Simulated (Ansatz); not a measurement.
**LaGaS3 (model cell, started as cubic perovskite with Ga in the octahedra): a soft mode frozen in**

Wanted: the energy along a soft mode of LaGaS3 (model cell, started as cubic perovskite with Ga in the octahedra) and the structure at the end.

Calculated with Ansatz 0.2.0; DFT PBEsol, scalar-relativistic, plane waves, PAW; PAW set soft_1.

The structure was built from a prototype and need not be the compound's stable phase.

## 1. Starting point

It takes space group Pm-3m (No. 221, cubic). Conventional cell: a = 4.679 Å, b = 4.679 Å, c = 4.679 Å, α = 90.00°, β = 90.00°, γ = 90.00°. La has 12 S at 3.31 Å nearest. Nearest to Ga lie 6 S at 2.34 Å. Nearest to S lie 2 Ga at 2.34 Å and 4 La at 3.31 Å. Farther neighbours and most contacts between anions are not listed.

## 2. Response at finite wavevector

The cell comes from relaxations at this level that are not shown. Stability and thermal properties need the whole zone. Linear response on a 4×4×4 q mesh gives force constants as far as a supercell of that size would.

input.yaml

```yaml
crystal:
  lattice:
    - [4.6785878409, 0.0, 0.0]
    - [0.0, 4.6785878409, 0.0]
    - [0.0, 0.0, 4.6785878409]
  atoms:
    - { symbol: La, position: [0.0, 0.0, 0.0] }
    - { symbol: Ga, position: [0.5, 0.5, 0.5] }
    - { symbol: S, position: [0.5, 0.5, 0.0] }
    - { symbol: S, position: [0.5, 0.0, 0.5] }
    - { symbol: S, position: [0.0, 0.5, 0.5] }
kpoints:
  mp_grid: { grid: [8, 8, 8] }
hamiltonian:
  xc: pbesol
  pseudopotentials: { kind: paw, azcp: { folder: soft_1 }, xc_functional: pbe }
scf:
  occupations: { method: methfessel_paxton, width: 0.2 }
output:
  eigenvalues: true
phonons:
  method: dfpt
  qmesh: [4, 4, 4]
  temperatures: { t_max: 1000, t_step: 50 }
  qpath:
    path:
      - [[0.0, 0.0, 0.0], [0.0, 0.5, 0.0], [0.5, 0.5, 0.0], [0.0, 0.0, 0.0], [0.5, 0.5, 0.5], [0.0, 0.5, 0.0]]
      - [[0.5, 0.5, 0.5], [0.5, 0.5, 0.0]]
    npoints: 10
```

The run is started by

```bash
ansatz run input.yaml --threads 8 --pin off --max-ram 16384MiB --backend cpu --events-out ev --progress --plain --runs-dir out
```

Numbers of over 12 decimals in the logs are rounded to 6 here.

What it wrote:

```text
Engine: ansatz 0.2.0, aarch64-unknown-linux-gnu
Pseudopotentials: kind: paw
Pseudopotential: La, paw, valence charge 11, recommended cutoff 420 eV (normal), soft_1/La.paw.azcp
Pseudopotential: Ga, paw, valence charge 13, recommended cutoff 420 eV (normal), soft_1/Ga.paw.azcp
Pseudopotential: S, paw, valence charge 6, recommended cutoff 420 eV (normal), soft_1/S.paw.azcp
Functional definition: PBEsol
  exchange = pbesol_x
  correlation = pbesol_c
Crystal: 5 atoms, lattice volume = 102.410 Å³
Basis set: ecut = 420 eV, 2007 PW (Γ), exchange–correlation on 64×64×64 points (8 copies of the dense FFT grid, shifted against one another)
Bands: 26, of which v1, the nominal top of the filled ones, is band 21 counted from 1 (20 counted from 0)
Symmetry: 48 space group operations
k-points: 35 of 512
Non-local potential: La, projectors of the file, l = 0: 3, l = 1: 2, l = 2: 2, l = 3: 3
Non-local potential: Ga, projectors of the file, l = 0: 2, l = 1: 2, l = 2: 3, l = 3: 1
Non-local potential: S, projectors of the file, l = 0: 2, l = 1: 2, l = 2: 1
PAW form: soft (Blöchl's): semilocal exchange-correlation on the pseudo side does not see the compensation charge
PAW frozen core: La, regenerated for the run's functional, and the local potential with it (the file was generated under x = pbe(κ = 0.804, μ = 0.219515), c = pbe(β = 0.066725))
PAW frozen core: Ga, regenerated for the run's functional, and the local potential with it (the file was generated under x = pbe(κ = 0.804, μ = 0.219515), c = pbe(β = 0.066725))
PAW frozen core: S, regenerated for the run's functional, and the local potential with it (the file was generated under x = pbe(κ = 0.804, μ = 0.219515), c = pbe(β = 0.066725))
PAW one-centre angular grid: La, 590 points (default); XC on 64 Gauss nodes
PAW one-centre angular grid: Ga, 590 points (default); XC on 64 Gauss nodes
PAW one-centre angular grid: S, 110 points (default); XC on 64 Gauss nodes
Initial density: superposition of atomic densities (chi_scale 0.1, normalization cell, long waves kept (reshape's long-wave potential 0.00 eV rms))
Initial wavefunctions: pseudopotential atomic-orbital guess
Functional: x = pbesol(κ = 0.804, μ = 0.123457), c = pbesol(β = 0.046)
SCF iter   1: F=—  HF=-12565.457446 eV  |F-HF|=—  |Δ(HF+E_count)|=         —  Δρ=3.95e-2  dr2=2.44e0  ethr=3.10e-3  ⟨swp⟩=7.8  Hψ=16072  notcnv=0  defer=21
automatic band count: the SCF goes on with 31 bands, as 26 were too few: they end inside the smearing window of the response
automatic band count: the SCF goes on with 41 bands, as 31 were too few: they end inside the smearing window of the response
preconditioner: auto → Kerker (q_TF=auto, 2.352 Å⁻¹)  [metal: Δε(μ)=0.036 eV  Ē_g=12.885 eV  σ=0.200 eV  W_gap=0.15  n_scr=26 (ndim 8)  ℏωp=23.2 eV  f_vac=0.000  D(μ)=1.47/eV (n_scr^D=6)]
SCF iter   2: F=—  HF=-12565.252579 eV  |F-HF|=—  |Δ(HF+E_count)|=   2.05e-1  S|Δr|=    0.00e0  Δρ=2.45e-2  dr2=9.67e-1  ethr=3.10e-3  ⟨swp⟩=1.9  Hψ=1877  notcnv=0  defer=82
SCF iter   3: F=—  HF=-12565.105732 eV  |F-HF|=—  |Δ(HF+E_count)|=   1.47e-1  S|Δr|=    0.00e0  Δρ=7.91e-3  dr2=1.17e-1  ethr=2.30e-3  ⟨swp⟩=2.0  Hψ=1706  notcnv=0  defer=82
SCF iter   4: F=—  HF=-12565.082801 eV  |F-HF|=—  |Δ(HF+E_count)|=   2.29e-2  S|Δr|=    0.00e0  Δρ=5.10e-3  dr2=4.24e-2  ethr=2.78e-4  ⟨swp⟩=2.0  Hψ=2379  notcnv=0  defer=169
SCF iter   5: F=—  HF=-12565.071833 eV  |F-HF|=—  |Δ(HF+E_count)|=   1.10e-2  S|Δr|=    0.00e0  Δρ=1.97e-3  dr2=2.01e-3  ethr=1.01e-4  ⟨swp⟩=2.0  Hψ=2220  notcnv=0  defer=202
SCF iter   6: F=—  HF=-12565.070978 eV  |F-HF|=—  |Δ(HF+E_count)|=   8.55e-4  S|Δr|=    0.00e0  Δρ=4.62e-4  dr2=2.12e-4  ethr=4.78e-6  ⟨swp⟩=2.5  Hψ=1536  notcnv=0  defer=211
SCF iter   7: F=—  HF=-12565.070931 eV  |F-HF|=—  |Δ(HF+E_count)|=   4.70e-5  S|Δr|=    0.00e0  Δρ=5.26e-5  dr2=5.79e-6  ethr=5.04e-7  ⟨swp⟩=2.1  Hψ=1674  notcnv=0  defer=211
SCF iter   8: F=—  HF=-12565.070931 eV  |F-HF|=—  |Δ(HF+E_count)|=   4.98e-7  S|Δr|=    0.00e0  Δρ=1.42e-5  dr2=5.90e-7  ethr=1.38e-8  ⟨swp⟩=2.0  Hψ=1776  notcnv=0  defer=211
SCF iter   9: F=—  HF=-12565.070931 eV  |F-HF|=—  |Δ(HF+E_count)|=   1.27e-9  S|Δr|=    0.00e0  Δρ=4.20e-6  dr2=3.06e-8  ethr=1.40e-9  ⟨swp⟩=2.3  Hψ=1698  notcnv=0  defer=257
SCF iter  10: F=—  HF=-12565.070931 eV  |F-HF|=—  |Δ(HF+E_count)|=  3.93e-10  S|Δr|=    0.00e0  Δρ=6.56e-7  dr2=4.45e-10  ethr=7.28e-11  ⟨swp⟩=2.1  Hψ=1493  notcnv=0  defer=257
SCF iter  11: F=—  HF=-12565.070931 eV  |F-HF|=—  |Δ(HF+E_count)|=  1.11e-10  S|Δr|=    0.00e0  Δρ=1.69e-7  dr2=3.50e-11  ethr=1.06e-12  ⟨swp⟩=2.1  Hψ=1756  notcnv=0  defer=257
SCF iter  12: F=-12565.070931 eV  HF=-12565.070931 eV  |F-HF|=1.82e-12  |Δ(HF+E_count)|=  7.28e-12  S|Δr|=    0.00e0  Δρ=4.64e-8  dr2=1.49e-12  ethr=1.00e-12  ⟨swp⟩=13.6  Hψ=8862  notcnv=0
SCF 1 converged in 12 iterations: F = -12565.070931 eV  dr2 = 1.49e-12
  greatest PAW one-centre occupation: 0.995 electrons in one spin orbital (limit 2), on the Ga atom at site 1 (counted from 0), in its partial waves of l = 2
Initial density: read from a saved state, or passed on in memory by an earlier SCF of this step, an earlier step, the calling program or the single point that the run made first
iter 1 solved again at ethr=1.28e-7 eV; its pass at ethr=3.10e-3 eV (dr2=5.37e-5 eV) is discarded
SCF iter   1: F=—  HF=-12565.070932 eV  |F-HF|=—  |Δ(HF+E_count)|=         —  Δρ=6.92e-7  dr2=5.03e-10  ethr=1.28e-7  ⟨swp⟩=4.9  Hψ=7391  notcnv=0
eigensolver tolerance schedule: the retry pair's looser diagonalisation over-reported the residual by 106750.34 of it (diagonalisation noise at an unbounded share of the residual, at the tolerance the schedule requests for it); recorded, not acted on — ethr = c·dr2/N_el stays at c = 1.0e-1
preconditioner: auto → Kerker (q_TF=auto, 2.352 Å⁻¹)  [metal: Δε(μ)=0.072 eV  Ē_g=10.980 eV  σ=0.200 eV  W_gap=0.30  n_scr=26 (ndim 8)  ℏωp=23.2 eV  f_vac=0.000  D(μ)=1.23/eV (n_scr^D=6)]
SCF iter   2: F=—  HF=-12565.070931 eV  |F-HF|=—  |Δ(HF+E_count)|=   8.02e-7  S|Δr|=    0.00e0  Δρ=4.38e-7  dr2=2.29e-10  ethr=1.20e-12  ⟨swp⟩=4.7  Hψ=2823  notcnv=0
SCF iter   3: F=—  HF=-12565.070931 eV  |F-HF|=—  |Δ(HF+E_count)|=  4.73e-11  S|Δr|=    0.00e0  Δρ=2.58e-7  dr2=7.48e-11  ethr=1.00e-12  ⟨swp⟩=1.4  Hψ=931  notcnv=0
SCF iter   4: F=—  HF=-12565.070931 eV  |F-HF|=—  |Δ(HF+E_count)|=  1.46e-11  S|Δr|=    0.00e0  Δρ=1.54e-7  dr2=2.34e-11  ethr=1.00e-12  ⟨swp⟩=1.1  Hψ=912  notcnv=0
SCF iter   5: F=-12565.070931 eV  HF=-12565.070931 eV  |F-HF|=5.46e-12  |Δ(HF+E_count)|=  5.46e-12  S|Δr|=    0.00e0  Δρ=7.61e-8  dr2=5.38e-12  ethr=1.00e-12  ⟨swp⟩=3.2  Hψ=2005  notcnv=0
SCF 2 converged in 5 iterations: F = -12565.070931 eV  dr2 = 5.38e-12
phonons: the bands overlap, so this run is a metal and interpolates without the dipole-dipole term. If the crystal is really an insulator or semiconductor, its LO-TO splitting is missing
NSCF: frozen V_eff on 35 k-points
WARN: eigensolver did not converge in 2 slots of this pass, the one above among them; of largest residual over every band (k=15): 1 band(s) unlocked (lowest unlocked band 40, counted from 0; max residual 4.41e-5 eV among the unlocked bands, 4.41e-5 eV over every band); of lowest unlocked band (k=2): band 40
NSCF: frozen V_eff on 125 k-points
DFPT response loops at q = (0, 0, 0) (fractional): preconditioner auto → Kerker (q_TF=auto, 2.352 Å⁻¹) (partly filled bands, converged f_vac=0.000); β = 1.00, the filter's whole step (`scf.mixing.beta` (0.50) is not read by the response loops under this deck's `scf.mixing.preconditioner`; to damp them name `kerker` or `kerker_dos`, under which they read `scf.mixing.beta`, and type it under 1.00, their step now; both keys bind the ground state too); Broyden in place of MSR1
NSCF: frozen V_eff on 400 k-points
DFPT response loops at q = (0, 0, 0.25) (fractional): mixed as the last ones told, above
NSCF: frozen V_eff on 250 k-points
DFPT response loops at q = (0, 0, -0.5) (fractional): mixed as the last ones told, above
NSCF: frozen V_eff on 640 k-points
DFPT response loops at q = (0, 0.25, 0.25) (fractional): mixed as the last ones told, above
NSCF: frozen V_eff on 400 k-points
DFPT response loops at q = (0, 0.25, -0.5) (fractional): mixed as the last ones told, above
NSCF: frozen V_eff on 250 k-points
DFPT response loops at q = (0, -0.5, -0.5) (fractional): mixed as the last ones told, above
NSCF: frozen V_eff on 1024 k-points
DFPT response loops at q = (0.25, 0.25, 0.25) (fractional): mixed as the last ones told, above
NSCF: frozen V_eff on 640 k-points
DFPT response loops at q = (0.25, 0.25, -0.5) (fractional): mixed as the last ones told, above
NSCF: frozen V_eff on 400 k-points
DFPT response loops at q = (0.25, -0.5, -0.5) (fractional): mixed as the last ones told, above
NSCF: frozen V_eff on 250 k-points
DFPT response loops at q = (-0.5, -0.5, -0.5) (fractional): mixed as the last ones told, above
SCF converged after 12 iterations
Stability not checked: this state was not tested for a lower state beside it, because cold or Methfessel-Paxton smearing, or corrected tetrahedra, fill the levels in a way that the test cannot read (fill_not_monotonic; see scf.lower_state_search)
Free energy (F): -12565.070931 eV
Harris-Foulkes:  -12565.070931 eV  (|F-HF|=1.82e-12)
Internal energy: -12565.074777 eV  (E = F + TS)
E sigma→0 (E₀):  -12565.071892 eV
Entropy (-TS):   0.003846 eV (0.769 meV/atom)
Fermi energy:    9.243907 eV
--- Per-component energies (eV) ---
  E_band       = -45.771708
  E_kinetic    = 614.289070
  E_local      = -2293.233446  (includes V_loc(G=0)·N_el)
  E_nonlocal   = 104.968729
  E_hartree    = 1247.952263
  E_xc         = -469.357630
  E_vxc        = -449.492817  (∫ρ·V_xc dr)
  E_paw        = -9062.472231  (= ΣΔE_a)
  E_vpaw       = -518.207563  (= ΣTr[D̂ρ^β])
  E_aug_tail   = -0.000218  (compensation charges beyond the density's cutoff)
  E_ewald      = -2708.439177
  E_core_change = 1.217863  (= ΣΔE_core)
  E_smearing   = 0.003846  (= −TS)
  E_closure    = 0.000000  (closes the sum)
  Σ components = -12565.070931   (vs F -12565.070931, Δ=0.00e0)
--- Band table (eV; the first three rows and the last of 35) ---
  k-point 0: bands = [... 17 lower, 7.8415, 7.8415, 8.8069, 8.8069, 8.8069, 10.6306, 10.6306, 11.1184, ... 16 higher]
  k-point 1: bands = [... 17 lower, 7.7078, 7.7078, 8.6897, 8.6897, 8.7969, 10.7507, 10.8742, 11.0962, ... 16 higher]
  k-point 2: bands = [... 17 lower, 7.4575, 7.4575, 8.4091, 8.4091, 9.5470, 10.9537, 11.0653, 11.0770, ... 16 higher]
  k-point 34: bands = [... 17 lower, 8.9227, 9.3992, 9.3992, 9.3992, 11.0832, 11.0832, 11.0832, 11.1373, ... 16 higher]
--- Phonons (Γ-DFPT): 4 representative perturbations + reference (Σ response iterations 13) ---
  ASR residual: 8.147e-5 → 0.000e0 eV/Å²; symmetrization residual: 5.324e-6 eV/Å²
  ASR residual per site (eV/Å²): 7.86e-6 8.15e-5 1.65e-5 1.65e-5 1.65e-5
  Γ frequencies (cm⁻¹): -102.44 -102.44 -102.44 -98.45 -98.45 -98.45 0.00 0.00 0.00 49.53 49.53 49.53 356.78 356.78 356.78
--- Phonons (arbitrary-q DFPT): 10 irreducible q on the 4×4×4 mesh ---
  q = [0.0000, 0.0000, 0.0000] (star 1, of the zone-centre solve; hermiticity 8.89e-7, symmetrization 2.98e-12): -102.44 -102.44 -102.44 -98.45 -98.45 -98.45 -0.00 0.00 0.00 49.53 49.53 49.53 356.78 356.78 356.78
  q = [0.0000, 0.0000, 0.2500] (star 6, 9 solved perturbations in 1560 linear systems a pass and spin channel, the states on 200 of 512 k-point pairs; hermiticity 7.11e-7, symmetrization 2.80e-12): -94.76 -94.76 -81.03 -81.03 -80.37 26.13 32.42 32.42 62.02 62.02 75.53 139.58 356.73 359.03 359.03
  q = [0.0000, 0.0000, -0.5000] (star 3, 9 solved perturbations in 975 linear systems a pass and spin channel, the states on 125 of 512 k-point pairs; hermiticity 6.25e-7, symmetrization 2.98e-8): -89.28 -89.28 -57.22 -57.22 -53.21 33.32 33.32 54.07 73.94 73.94 129.30 207.63 350.36 363.13 363.13
  q = [0.0000, 0.2500, 0.2500] (star 12, 9 solved perturbations in 2460 linear systems a pass and spin channel, the states on 320 of 512 k-point pairs; hermiticity 6.69e-7, symmetrization 2.77e-13): -135.05 -106.14 -79.70 -64.35 -56.10 36.82 51.35 67.15 76.14 136.46 144.24 153.41 309.40 361.97 389.18
  q = [0.0000, 0.2500, -0.5000] (star 12, 15 solved perturbations on 200 of 512 k-point pairs; hermiticity 6.50e-7, symmetrization 2.96e-7): -144.67 -87.43 -85.34 -68.11 -33.79 35.02 72.18 79.48 85.64 157.57 162.82 210.95 278.30 366.02 394.09
  q = [0.0000, -0.5000, -0.5000] (star 3, 9 solved perturbations in 975 linear systems a pass and spin channel, the states on 125 of 512 k-point pairs; hermiticity 6.56e-7, symmetrization 8.13e-8): -164.65 -108.97 -108.97 -18.72 16.93 16.93 89.10 89.10 93.59 182.02 216.32 216.32 223.00 369.76 398.51
  q = [0.2500, 0.2500, 0.2500] (star 8, 4 solved perturbations in 1376 linear systems a pass and spin channel, the states on 512 of 512 k-point pairs; hermiticity 3.77e-7, symmetrization 4.60e-12): -144.05 -129.38 -129.38 -59.28 -59.28 31.53 101.08 101.08 149.36 151.15 151.15 165.27 307.15 307.15 413.33
  q = [0.2500, 0.2500, -0.5000] (star 12, 9 solved perturbations in 2460 linear systems a pass and spin channel, the states on 320 of 512 k-point pairs; hermiticity 5.70e-7, symmetrization 6.61e-8): -153.90 -139.65 -130.60 -62.32 -51.75 15.39 111.47 121.25 157.50 160.11 167.95 215.21 264.05 306.07 419.38
  q = [0.2500, -0.5000, -0.5000] (star 6, 9 solved perturbations in 1560 linear systems a pass and spin channel, the states on 200 of 512 k-point pairs; hermiticity 5.47e-7, symmetrization 8.88e-8): -174.14 -150.00 -150.00 -56.34 -56.34 -38.49 127.15 127.15 163.56 167.74 220.99 220.99 225.26 287.49 424.97
  q = [-0.5000, -0.5000, -0.5000] (star 1, 4 solved perturbations in 350 linear systems a pass and spin channel, the states on 125 of 512 k-point pairs; hermiticity 3.65e-7, symmetrization 1.30e-8): -185.03 -185.03 -185.03 -63.90 -63.90 -63.90 141.95 141.95 141.95 224.78 224.78 226.21 226.21 226.21 431.32
  sum rule: each row above includes the acoustic sum rule's correction from the zone centre's row sums; it moved no ω² by more than (0.56 cm⁻¹)²
  mesh force constants: q→R imaginary residual 7.32e-19; ASR residual 8.147e-5 → 0.000e0 eV/Å²; symmetrization residual 2.487e-14 eV/Å²
  interpolated dispersion: 62 rows × 15 modes
  density of states and harmonic sums: on the 16×16×16 q-mesh, interpolated from the force constants of a 4×4×4 supercell (no non-analytic term)
  largest difference from the sums on the solved wave vectors: F 4.28e-2 eV, S 5.10e-5 and C_V 1.08e-5 eV/K
  zero-point energy: 0.112531 eV/cell   skipped modes (ω ≤ 0): 874, of them read as no rigid motion or as one in doubt: 871 (5.219e0 modes/cell left out, lowest -185.03 cm⁻¹)   left out of the sums: 3.48e-1 of the cell's modes: C_V's classical limit lies that fraction below 3 k_B per atom; for a crystal, a wire or a layer, F and S can be off by more, and a phonons.interpolated_qmesh denser along its periods is the remedy for the sampling
```

Elapsed: 11 min, on 8 threads of Arm Neoverse V1, shared host; peak memory 4.4 GiB; 82 min of CPU time.

This step gave:

| Property | Result |
| --- | --- |
| volume per atom | 20.48 Å³ |
| gap on the k-mesh | 0 eV |
| sum-rule residual before enforcement | 8.15e-5 eV/Å² |
| lowest frequency on the path | -185.0 cm⁻¹ |
| point group | m-3m |
| highest frequency on the path or at a solved wavevector | 431.3 cm⁻¹ |
| highest optical mode at the zone centre (no LO-TO term) | 356.8 cm⁻¹ |
| lowest optical zone-centre mode | -102.4 cm⁻¹ |
| lowest mode on the q mesh (acoustic modes at Γ apart) | -185.0 cm⁻¹ |

Frequencies (cm⁻¹) solved at each irreducible wavevector; negative means imaginary. Frequencies by wavevector, by row:

```
q in reciprocal lattice units  star  mode 1  mode 2  mode 3  mode 4  mode 13  mode 14  mode 15
                        0 0 0     1  -102.4  -102.4  -102.4   -98.5    356.8    356.8    356.8
                     0 0 0.25     6   -94.8   -94.8     -81     -81    356.7      359      359
                     0 0 -0.5     3   -89.3   -89.3   -57.2   -57.2    350.4    363.1    363.1
                  0 0.25 0.25    12  -135.1  -106.1   -79.7   -64.3    309.4      362    389.2
                  0 0.25 -0.5    12  -144.7   -87.4   -85.3   -68.1    278.3      366    394.1
                  0 -0.5 -0.5     3  -164.7    -109    -109   -18.7      223    369.8    398.5
               0.25 0.25 0.25     8  -144.1  -129.4  -129.4   -59.3    307.1    307.1    413.3
               0.25 0.25 -0.5    12  -153.9  -139.7  -130.6   -62.3    264.1    306.1    419.4
               0.25 -0.5 -0.5     6  -174.1    -150    -150   -56.3    225.3    287.5      425
               -0.5 -0.5 -0.5     1    -185    -185    -185   -63.9    226.2    226.2    431.3
```

Interpolated from a 4×4×4 q mesh. Phonon branches along the path, in cm⁻¹:

```
    point  branch 1  branch 2  branch 3  branch 4  branch 12  branch 13  branch 14  branch 15
        Γ      -102      -102      -102       -98         50        357        357        357
  halfway       -95       -95       -81       -81        140        357        359        359
        X       -89       -89       -57       -57        208        350        363        363
  halfway      -145       -87       -85       -68        211        278        366        394
        M      -165      -109      -109       -19        216        223        370        398
  halfway      -135      -106       -80       -64        153        309        362        389
        Γ      -102      -102      -102       -98         50        357        357        357
  halfway      -144      -129      -129       -59        165        307        307        413
        R      -185      -185      -185       -64        226        226        226        431
  halfway      -154      -140      -131       -62        215        264        306        419
        X       -89       -89       -57       -57        208        350        363        363
jump to R      -185      -185      -185       -64        226        226        226        431
  halfway      -174      -150      -150       -56        221        225        288        425
        M      -165      -109      -109       -19        216        223        370        398
```

Symmetry leaves 10 wavevectors to solve. The lowest mode among them, the acoustic zeros apart, lies at q = (-0.5, -0.5, -0.5) and is imaginary, 185.0i cm⁻¹, so the energy falls along it.

(Part 1 of 3 ends here.)

[Logs are printed without paths, hosts, clocks, repeated set-up lines and the standing remarks that a program may print on its own settings, such as how far it seeks lower states.]

[Hosts, paths, dates, database ids (printed as entryN), source tags and the programs' standing remarks are cut or masked in the printed files.]
